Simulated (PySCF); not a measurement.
# triplet C3H6O: levels of theory compared

Aim: a comparison of 6 runs (UHF/3-21G, UB3LYP/6-31G*, U-wB97M-V/cc-pVDZ, U-wB97X/cc-pVDZ, UB2PLYP/cc-pVDZ, UCAM-B3LYP/cc-pVDZ) of triplet C3H6O. 

The results are computed with PySCF 2.14.0.

3 further runs of the same task are left out: 3 set aside as unsound or not needed.

**1. The structure to begin with**

C3H6O has 10 atoms, charge 0, and is taken as a triplet. SMILES of the parent species: `CCC=O`. The coordinates come from a PBE0-D4/def2-TZVP relaxation. That shape belongs to the parent species and isn't relaxed for this state.

Bond lengths: C1–C2 1.524 Å, C2–C3 1.499 Å, C3–O4 1.200 Å, C1–H5 1.091 Å, C1–H6 1.093 Å, C1–H7 1.092 Å, C2–H8 1.091 Å, C2–H9 1.098 Å, C3–H10 1.115 Å. Some angles: C1–C2–C3 111.5°, C2–C3–O4 125.2°, C1–C2–H8 112.1°, C1–C2–H9 109.4°, C3–C2–H8 108.7°, C3–C2–H9 106.9°, C2–C1–H5 110.8°, C2–C1–H6 111.3°, C2–C1–H7 111.1°, C2–C3–H10 114.5°.

**2. A single-point energy at UHF/3-21G (run 1)**

run.py reads:

```python
from pyscf import gto

molecule = gto.Mole()
molecule.atom = '''
C   -0.707700   0.551310   0.734520
C    0.009990  -0.611320   0.059310
C    0.904630  -0.138160  -1.046290
O    0.876860  -0.536860  -2.177460
H   -1.291210   0.203260   1.587990
H    0.002580   1.297550   1.100060
H   -1.389300   1.048470   0.041120
H   -0.687970  -1.346680  -0.344940
H    0.650120  -1.119310   0.792320
H    1.632020   0.651720  -0.746620
'''
molecule.spin = 2
molecule.charge = 0
molecule.basis = '3-21g'
molecule.verbose = 3
molecule.max_memory = 1860
molecule.build()

mf = molecule.UHF()
mf.conv_tol = 1e-10
mf.kernel()
if not mf.converged:
    mf = mf.newton().run(mf.mo_coeff, mf.mo_occ)

e_tot = mf.e_tot
print('E = %.10f Eh' % e_tot)
```

Command:

```sh
OMP_NUM_THREADS=1 python run.py
```

Log:

```text
WARN: HOMO 0.019153853195554 >= LUMO -0.288204793514665

converged SCF energy = -190.771153415849  <S^2> = 2.0107303  2S+1 = 3.007145
E = -190.7711534158 Eh
```

It took 1.6 s on 1 thread of Arm Neoverse N1, shared host; peak memory 0.12 GiB.

**3. The energy at UB3LYP/6-31G(d) (spherical functions) (run 2)**

input.py reads:

```python
from pyscf import gto, dft

mol = gto.M(
    atom=[
    ('C', (-0.707700, 0.551310, 0.734520)),
    ('C', (0.009990, -0.611320, 0.059310)),
    ('C', (0.904630, -0.138160, -1.046290)),
    ('O', (0.876860, -0.536860, -2.177460)),
    ('H', (-1.291210, 0.203260, 1.587990)),
    ('H', (0.002580, 1.297550, 1.100060)),
    ('H', (-1.389300, 1.048470, 0.041120)),
    ('H', (-0.687970, -1.346680, -0.344940)),
    ('H', (0.650120, -1.119310, 0.792320)),
    ('H', (1.632020, 0.651720, -0.746620)),
],
    verbose=4,
    basis='6-31g*',
    spin=2,
    max_memory=1860,
)

calc0 = dft.UKS(mol)
calc0.xc = 'b3lyp'
calc0.grids.level = 5
calc0.conv_tol = 1e-10
calc0.kernel()
if not calc0.converged:
    calc0 = calc0.newton().run(calc0.mo_coeff, calc0.mo_occ)

e_final = calc0.e_tot
print(f'total energy: {e_final:.8f} hartree')
```

Command:

```sh
OMP_NUM_THREADS=1 python input.py
```

Log:

```text
PySCF version 2.14.0

[... 59 lines left out ...]
[... the frontier-level lines of each cycle are left out ...]
[... 5 lines left out ...]
[... 5 lines left out ...]
[... 5 lines left out ...]
[... 5 lines left out ...]
[... 5 lines left out ...]
[... 5 lines left out ...]
[... 5 lines left out ...]
[... 5 lines left out ...]

cycle= 9 E= -193.001469990915  delta_E= -8.17e-08  |g|= 8.87e-05  |ddm|= 0.00061


cycle= 10 E= -193.001469998534  delta_E= -7.62e-09  |g|= 1.76e-05  |ddm|= 0.000183


cycle= 11 E= -193.001469998848  delta_E= -3.14e-10  |g|= 9.03e-06  |ddm|= 4.31e-05


cycle= 12 E= -193.001469998883  delta_E= -3.58e-11  |g|= 4.4e-06  |ddm|= 1.03e-05


Extra cycle  E= -193.00146999888  delta_E= 3.24e-12  |g|= 5.25e-06  |ddm|= 7.96e-06
converged SCF energy = -193.00146999888  <S^2> = 2.0048228  2S+1 = 3.0032135
total energy: -193.00147000 hartree
```

Run time: 46 s. Hardware: 1 thread of Arm Neoverse N1, shared host; peak memory 0.37 GiB.

**4. A single-point energy at U-wB97M-V/cc-pVDZ (run 3)**

job.py reads:

```python
from pyscf import gto, dft

molecule = gto.M(
    atom=[
    ('C', (-0.707700, 0.551310, 0.734520)),
    ('C', (0.009990, -0.611320, 0.059310)),
    ('C', (0.904630, -0.138160, -1.046290)),
    ('O', (0.876860, -0.536860, -2.177460)),
    ('H', (-1.291210, 0.203260, 1.587990)),
    ('H', (0.002580, 1.297550, 1.100060)),
    ('H', (-1.389300, 1.048470, 0.041120)),
    ('H', (-0.687970, -1.346680, -0.344940)),
    ('H', (0.650120, -1.119310, 0.792320)),
    ('H', (1.632020, 0.651720, -0.746620)),
],
    verbose=4,
    basis='cc-pvdz',
    spin=2,
    max_memory=1860,
)

mf = dft.UKS(molecule)
mf.xc = 'wb97m-v'
mf.nlcgrids.level = 1
mf.conv_tol = 1e-10
mf.grids.level = 5
mf.kernel()
if not mf.converged:
    mf = mf.newton().run(mf.mo_coeff, mf.mo_occ)

e_final = mf.e_tot
print('Final energy', e_final)
```

Command:

```sh
OMP_NUM_THREADS=1 python job.py
```

Log:

```text
PySCF version 2.14.0

[... 69 lines left out ...]
WARN: HOMO -0.0500454160545254 >= LUMO -0.308049778222323
[... 66 lines left out ...]
converged SCF energy = -192.915602949386  <S^2> = 2.0046309  2S+1 = 3.0030857
Final energy -192.9156029493863
```

Wall time 5.4 min (1 thread of Arm Neoverse N1, shared host); peak memory 0.51 GiB.

Runs 4 to 5 aren't shown in full; the table further down has their settings and results.

**5. A single-point energy at UCAM-B3LYP/cc-pVDZ (run 6)**

job.py reads:

```python
from pyscf import gto, dft

molecule = gto.Mole()
molecule.atom = '''
C     -1.337359     1.041825     1.388042
C      0.018878    -1.155227     0.112080
C      1.709503    -0.261085    -1.977202
O      1.657025    -1.014518    -4.114803
H     -2.440033     0.384106     3.000866
H      0.004875     2.452014     2.078812
H     -2.625397     1.981321     0.077706
H     -1.300075    -2.544856    -0.651842
H      1.228549    -2.115189     1.497268
H      3.084071     1.231572    -1.410907
'''
molecule.unit = 'bohr'
molecule.basis = 'cc-pvdz'
molecule.spin = 2
molecule.max_memory = 1860
molecule.charge = 0
molecule.verbose = 4
molecule.build()

myscf = dft.UKS(molecule, xc='cam-b3lyp')
myscf.grids.level = 5
myscf.conv_tol = 1e-10
myscf.kernel()
if not myscf.converged:
    myscf = myscf.newton().run(myscf.mo_coeff, myscf.mo_occ)

e_final = myscf.e_tot
print('Final energy', e_final)
```

Command:

```sh
OMP_NUM_THREADS=1 python job.py
```

Log:

```text
PySCF version 2.14.0

[... 59 lines left out ...]
WARN: HOMO -0.0769891620126324 >= LUMO -0.322355944860477
[... 58 lines left out ...]
converged SCF energy = -192.914255683709  <S^2> = 2.0057992  2S+1 = 3.0038637
Final energy -192.9142556837092
```

Wall time 86 s (1 thread of Arm Neoverse N1, shared host); peak memory 0.45 GiB.

**6. The series**

```
run                                level  integration grid  nlc grid  energy (Eh)  dipole moment (D)  HOMO energy (eV)  LUMO energy (eV)  wall time
  1                            UHF/3-21G                 –         –  -190.771153               1.62             -7.26              2.47      1.6 s
  2  UB3LYP/6-31G* (spherical functions)                 5         –  -193.001470               1.70             -3.02                 –       46 s
  3                    U-wB97M-V/cc-pVDZ                 5         1  -192.915603               1.50             -5.56             -1.76    5.4 min
  4                      U-wB97X/cc-pVDZ                 5         –  -192.961464               1.56             -5.78             -1.72       93 s
  5                      UB2PLYP/cc-pVDZ                 5         –  -192.804050               1.43             -4.81             -1.85       76 s
  6                   UCAM-B3LYP/cc-pVDZ                 5         –  -192.914256               1.55             -4.80             -2.76       86 s
```

**7. Results**

| quantity | value |
| --- | --- |
| run 6: total energy | -192.91426 Eh |
| run 6: dipole moment | 1.55 D |
| run 6: HOMO energy (highest over α and β) | -4.80 eV |
| run 6: LUMO energy (lowest over α and β) | -2.76 eV |
| run 6: ⟨S²⟩ | 2.006 |

What this shows: The dipole moment (its size) runs from 1.43 D (UB2PLYP/cc-pVDZ) to 1.70 D (UB3LYP/6-31G*). The two ends differ in method and basis. A double hybrid's value is that of its SCF part. Totals of different functionals can't be ranked against each other. All runs together took 10 min, the longest 5.4 min.
